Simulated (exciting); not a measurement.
# GaP (F-43m) in exciting: a series of runs

One crystal, GaP, is run at these levels: PBE; tasks: band structure.

Program: exciting (release sodium). These are calculated values, not measurements. Logs are shortened: lines on timing, memory, paths and dates and some standing lists are left out, and cuts for length are marked.

**The experiment to reproduce.**

“Stacking defects in GaP nanowires: Electronic structure and optical properties”, 2018, arxiv:1810.01194 quotes, for a bulk crystal of GaP at 10 K: band gap 2.34 eV (indirect).

How close the calculation comes is told below.

## Step 1: The crystal as given

Symmetry: F-43m, No. 216, cubic system. The conventional cell has a = 5.451 Å, b = 5.451 Å, c = 5.451 Å, α = 90.00°, β = 90.00°, γ = 90.00°. Ga (site symmetry -43m) has 4 P at 2.36 Å as nearest neighbours. P (site symmetry -43m) has 4 Ga at 2.36 Å as nearest neighbours.

## Step 2: Band structure, PBE

The input, input.xml:

```xml
<input>
  <title>GaP</title>
  <structure speciespath="./" tshift="false">
    <crystal scale="1">
      <basevect>0.000000000000 5.149976121136 5.149976121136</basevect>
      <basevect>5.149976121136 0.000000000000 5.149976121136</basevect>
      <basevect>5.149976121136 5.149976121136 0.000000000000</basevect>
    </crystal>
    <species speciesfile="Ga.xml" rmt="2">
      <atom coord="0.000000000000 0.000000000000 0.000000000000"/>
    </species>
    <species speciesfile="P.xml" rmt="2">
      <atom coord="0.750000000000 0.750000000000 0.750000000000"/>
    </species>
  </structure>
  <groundstate do="fromscratch" ngridk="8 8 8" rgkmax="9" gmaxvr="14" lmaxapw="10" lmaxmat="10" lmaxvr="8" xctype="GGA_PBE" stype="Fermi Dirac" swidth="0.00183747" nempty="10" ValenceRelativity="iora*" epsengy="1e-05" epspot="1e-05" maxscl="60" outputlevel="high"/>
  <properties>
    <bandstructure>
      <plot1d>
        <path steps="80">
          <point coord="0 0 0" label="G"/>
          <point coord="0.5 0 0.5" label="X"/>
          <point coord="0.5 0.25 0.75" label="W"/>
          <point coord="0.375 0.375 0.75" label="K"/>
          <point coord="0 0 0" label="G"/>
          <point coord="0.5 0.5 0.5" label="L"/>
          <point coord="0.625 0.25 0.625" label="U"/>
          <point coord="0.5 0.25 0.75" label="W"/>
          <point coord="0.5 0.5 0.5" label="L"/>
          <point coord="0.375 0.375 0.75" label="K" breakafter="true"/>
          <point coord="0.625 0.25 0.625" label="U"/>
          <point coord="0.5 0 0.5" label="X"/>
        </path>
      </plot1d>
    </bandstructure>
  </properties>
</input>
```

Potentials or basis: all-electron LAPW+lo, shipped species files, valence relativity iora*.

Command:

```bash
$ OMP_NUM_THREADS=1 exciting_smp
```

INFO.OUT:

```text
================================================================================
EXCITING SODIUM started
[... 10 lines left out ...]

 Lattice vectors (cartesian) :
      0.0000000000      5.1499761211      5.1499761211
      5.1499761211      0.0000000000      5.1499761211
      5.1499761211      5.1499761211      0.0000000000

 Reciprocal lattice vectors (cartesian) :
     -0.6100208195      0.6100208195      0.6100208195
      0.6100208195     -0.6100208195      0.6100208195
      0.6100208195      0.6100208195     -0.6100208195

 Unit cell volume                           :     273.1779500546
 Brillouin zone volume                      :       0.9080169662

 Species :    1 (Ga)
     parameters loaded from                 :    Ga.xml
     name                                   :    gallium
     nuclear charge                         :     -31.00000000
     electronic charge                      :      31.00000000
     atomic mass                            :  127097.25380000
     muffin-tin radius                      :       2.00000000
     # of radial points in muffin-tin       :     350

     atomic positions (lattice) :
       1 :   0.00000000  0.00000000  0.00000000

 Species :    2 (P)
     parameters loaded from                 :    P.xml
     name                                   :    phosphorus
     nuclear charge                         :     -15.00000000
     electronic charge                      :      15.00000000
     atomic mass                            :   56461.71408000
     muffin-tin radius                      :       2.00000000
     # of radial points in muffin-tin       :     300

     atomic positions (lattice) :
       1 :   0.75000000  0.75000000  0.75000000

 Total number of atoms per unit cell        :       2

 Spin treatment                             :    spin-unpolarised

 Number of Bravais lattice symmetries       :      48
 Number of crystal symmetries               :      24

 k-point grid                               :       8    8    8
 Total number of k-points                   :      43
 k-point set is reduced with crystal symmetries

 R^MT_min * |G+k|_max (rgkmax)              :       9.00000000
 Species with R^MT_min                      :       1 (Ga)
 Maximum |G+k| for APW functions            :       4.50000000
 Maximum |G| for potential and density      :      14.00000000
 Polynomial order for pseudochg. density    :       9

 G-vector grid sizes                        :      36    36    36
 Total number of G-vectors                  :   12627

 Maximum angular momentum used for
     APW functions                          :      10
     computing H and O matrix elements      :      10
     potential and density                  :       8
     inner part of muffin-tin               :       2

 Total nuclear charge                       :     -46.00000000
 Total electronic charge                    :      46.00000000
 Total core charge                          :      28.00000000
 Total valence charge                       :      18.00000000

 Effective Wigner radius, r_s               :       1.12339650

 Number of empty states                     :      10
 Total number of valence states             :      20

 Maximum Hamiltonian size                   :     462
 Maximum number of plane-waves              :     444
 Total number of local-orbitals             :      18

 Exchange-correlation type                  :      20
[... 13 lines left out ...]
* Groundstate module started                                                   *
********************************************************************************
 Output level for this task is set to high

++++++++++++++++++++++++++++++++++++++++++++++++++++++++++++++++++++++++++++++++
[... 5 lines left out ...]
+ SCF iteration number :    1                                                  +
++++++++++++++++++++++++++++++++++++++++++++++++++++++++++++++++++++++++++++++++
 Total energy                               :     -2285.32979361
 _______________________________________________________________
 Fermi energy                               :         0.20253107
 Kinetic energy                             :      2326.89030574
 Coulomb energy                             :     -4513.29514197
 Exchange energy                            :       -96.82935937
 Correlation energy                         :        -2.09559801
 Sum of eigenvalues                         :     -1305.58907306
 Effective potential energy                 :     -3632.47937881
 Coulomb potential energy                   :     -3504.02970893
 xc potential energy                        :      -128.44966988
 Hartree energy                             :       745.77458942
 Electron-nuclear energy                    :     -4995.57888777
 Nuclear-nuclear energy                     :      -263.49084363
 Madelung energy                            :     -2761.28028751
 Core-electron kinetic energy               :         0.00000000

 DOS at Fermi energy (states/Ha/cell)       :         0.00000002

 Electron charges :
     core                                   :        28.00000000
     core leakage                           :         0.00714989
     valence                                :        18.00000000
     interstitial                           :         4.27845651
     charge in muffin-tin spheres :
                  atom     1    Ga          :        28.73623295
                  atom     2     P          :        12.98531054
     total charge in muffin-tins            :        41.72154349
     total charge                           :        46.00000000

 Estimated fundamental gap                  :         0.07602822
        valence-band maximum at    1      0.0000  0.0000  0.0000
     conduction-band minimum at    5      0.5000  0.0000  0.0000

++++++++++++++++++++++++++++++++++++++++++++++++++++++++++++++++++++++++++++++++
+ SCF iteration number :    2                                                  +
++++++++++++++++++++++++++++++++++++++++++++++++++++++++++++++++++++++++++++++++
 Total energy                               :     -2286.51142316
 _______________________________________________________________
 Fermi energy                               :         0.20865384
 Kinetic energy                             :      2326.17589162
 Coulomb energy                             :     -4513.73638370
 Exchange energy                            :       -96.85365729
 Correlation energy                         :        -2.09727379
 Sum of eigenvalues                         :     -1305.80965568
 Effective potential energy                 :     -3631.98554730
 Coulomb potential energy                   :     -3503.50072188
 xc potential energy                        :      -128.48482541
 Hartree energy                             :       746.74481819
 Electron-nuclear energy                    :     -4996.99035826
 Nuclear-nuclear energy                     :      -263.49084363
 Madelung energy                            :     -2761.98602276
 Core-electron kinetic energy               :         0.00000000

 DOS at Fermi energy (states/Ha/cell)       :         0.00000023

 Electron charges :
     core                                   :        28.00000000
     core leakage                           :         0.00706534
     valence                                :        18.00000000
     interstitial                           :         4.31878697
     charge in muffin-tin spheres :
                  atom     1    Ga          :        28.79558404
                  atom     2     P          :        12.88562899
     total charge in muffin-tins            :        41.68121303
     total charge                           :        46.00000000
[... 374 lines left out ...]
 RMS change in effective potential (target) :  0.988373E-08  ( 0.100000E-04)
 Absolute change in total energy   (target) :  0.429948E-05  ( 0.100000E-04)
 Charge distance                   (target) :  0.143603E-07  ( 0.100000E-04)

++++++++++++++++++++++++++++++++++++++++++++++++++++++++++++++++++++++++++++++++
+ SCF iteration number :   12                                                  +
++++++++++++++++++++++++++++++++++++++++++++++++++++++++++++++++++++++++++++++++
 Total energy                               :     -2286.25397491
 _______________________________________________________________
 Fermi energy                               :         0.21505863
 Kinetic energy                             :      2325.97581095
 Coulomb energy                             :     -4513.30396573
 Exchange energy                            :       -96.82730777
 Correlation energy                         :        -2.09851237
 Sum of eigenvalues                         :     -1305.60567583
 Effective potential energy                 :     -3631.58148678
 Coulomb potential energy                   :     -3503.12908607
 xc potential energy                        :      -128.45240071
 Hartree energy                             :       746.68403603
 Electron-nuclear energy                    :     -4996.49715813
 Nuclear-nuclear energy                     :      -263.49084363
 Madelung energy                            :     -2761.73942269
 Core-electron kinetic energy               :         0.00000000

 DOS at Fermi energy (states/Ha/cell)       :         0.00000220

 Electron charges :
     core                                   :        28.00000000
     core leakage                           :         0.00702451
     valence                                :        18.00000000
     interstitial                           :         4.37085325
     charge in muffin-tin spheres :
                  atom     1    Ga          :        28.83146770
                  atom     2     P          :        12.79767905
     total charge in muffin-tins            :        41.62914675
     total charge                           :        46.00000000

 Estimated fundamental gap                  :         0.06047366
        valence-band maximum at    1      0.0000  0.0000  0.0000
     conduction-band minimum at   22      0.3750  0.3750  0.0000

 RMS change in effective potential (target) :  0.153668E-08  ( 0.100000E-04)
 Absolute change in total energy   (target) :  0.117061E-05  ( 0.100000E-04)
 Charge distance                   (target) :  0.129987E-08  ( 0.100000E-04)

++++++++++++++++++++++++++++++++++++++++++++++++++++++++++++++++++++++++++++++++
| Convergency criteria checked for the last 2 iterations                       +
| Convergence targets achieved. Performing final SCF iteration                 +
++++++++++++++++++++++++++++++++++++++++++++++++++++++++++++++++++++++++++++++++
 Total energy                               :     -2286.25397517
 _______________________________________________________________
 Fermi energy                               :         0.21505863
 Kinetic energy                             :      2325.97581093
 Coulomb energy                             :     -4513.30396594
 Exchange energy                            :       -96.82730779
 Correlation energy                         :        -2.09851237
 Sum of eigenvalues                         :     -1305.60567578
 Effective potential energy                 :     -3631.58148671
 Coulomb potential energy                   :     -3503.12908597
 xc potential energy                        :      -128.45240074
 Hartree energy                             :       746.68403634
 Electron-nuclear energy                    :     -4996.49715865
 Nuclear-nuclear energy                     :      -263.49084363
 Madelung energy                            :     -2761.73942295
 Core-electron kinetic energy               :         0.00000000

 DOS at Fermi energy (states/Ha/cell)       :         0.00000220

 Electron charges :
     core                                   :        28.00000000
     core leakage                           :         0.00702451
     valence                                :        18.00000000
     interstitial                           :         4.37085325
     charge in muffin-tin spheres :
                  atom     1    Ga          :        28.83146770
                  atom     2     P          :        12.79767905
     total charge in muffin-tins            :        41.62914675
     total charge                           :        46.00000000

 Estimated fundamental gap                  :         0.06047366
        valence-band maximum at    1      0.0000  0.0000  0.0000
     conduction-band minimum at   22      0.3750  0.3750  0.0000

++++++++++++++++++++++++++++++++++++++++++++++++++++++++++++++++++++++++++++++++
[... 9 lines left out ...]
| EXCITING SODIUM stopped                                                      =
================================================================================
```

Wall time 2.6 min (1 thread of Arm Neoverse V1, shared host); peak memory 0.14 GiB.

Results:

- Free energy: -62212.1400 eV
- Band gap on the k mesh: 1.65 eV, indirect (least direct gap 1.82 eV)
- Band gap along the path: 1.60 eV, indirect (least direct gap 1.82 eV)
- All electrons inside the program's atomic spheres: Ga 28.83; P 12.80 (radii Ga 2.0, P 2.0 bohr)

Levels at the corners of the path, in eV from the valence-band top:
```tsv
point	band 6	band 7	band 8	band 9	band 10	band 11	band 12	band 13
Γ	-12.49	0.00	0.00	0.00	1.82	3.88	3.88	3.88
X	-9.52	-6.76	-2.68	-2.68	1.66	1.83	10.58	10.58
W	-9.43	-6.55	-3.57	-3.42	4.71	4.86	6.10	6.15
K	-9.56	-6.55	-3.93	-2.25	2.19	4.80	8.23	8.26
Γ	-12.49	0.00	0.00	0.00	1.82	3.88	3.88	3.88
L	-10.42	-6.63	-1.12	-1.12	1.67	4.72	4.72	8.29
U	-9.56	-6.55	-3.93	-2.25	2.19	4.80	8.23	8.26
W	-9.43	-6.55	-3.57	-3.42	4.71	4.86	6.10	6.15
L	-10.42	-6.63	-1.12	-1.12	1.67	4.72	4.72	8.29
K	-9.56	-6.55	-3.93	-2.25	2.19	4.80	8.23	8.26
U	-9.56	-6.55	-3.93	-2.25	2.19	4.80	8.23	8.26
X	-9.52	-6.76	-2.68	-2.68	1.66	1.83	10.58	10.58
```

[end of part 1 of 2]
